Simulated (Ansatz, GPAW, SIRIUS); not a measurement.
Fe: 5 runs at one level of theory

```
Fe
1.0
     0.00000    1.94174    1.96511
     1.49844    0.00000    1.96511
     1.49844    1.94174    0.00000
Fe
1
Direct
  0.00000 0.00000 0.00000
```

Alike in all runs: task single point; functional PBEsol; k mesh 13 × 13 × 13; occupations fermi-dirac, width 0.05 eV; collinear spin, ferromagnetic start; no spin-orbit coupling. Pressure is positive in compression and, in plane waves, holds the error of the finite cutoff, which Ansatz's Pulay term estimates and takes out.

```tsv
program and potentials	plane-wave cutoff (eV)	notes	pressure (GPa)	net moment per atom (μB)
Ansatz, Ansatz PAW	420	potentials made for PBE, which Ansatz adapts in part; 16 valence electrons an atom on average	?	?
SIRIUS, PseudoDojo 0.4.1 PBEsol standard (scalar relativistic)	1228	16 valence electrons an atom on average	-8.81	2.27
GPAW, PAW data sets generated for this functional	600	8 valence electrons an atom on average	-7.95	2.17
Ansatz, all-electron LAPW, scalar-relativistic	-	-	-10.54	2.17
SIRIUS, all-electron FP-LAPW, apw+lo standard	-	-	-	2.17
```

Task: Estimate from the other rows what the run with Ansatz, Ansatz PAW gave.

Result: Pressure -10.40 GPa; net moment per atom 2.18 μB. Its pressure holds a Pulay term of +0.10 GPa. The other rows, which needn't bracket it: pressure -10.54 to -7.95; net moment per atom 2.17 to 2.27.
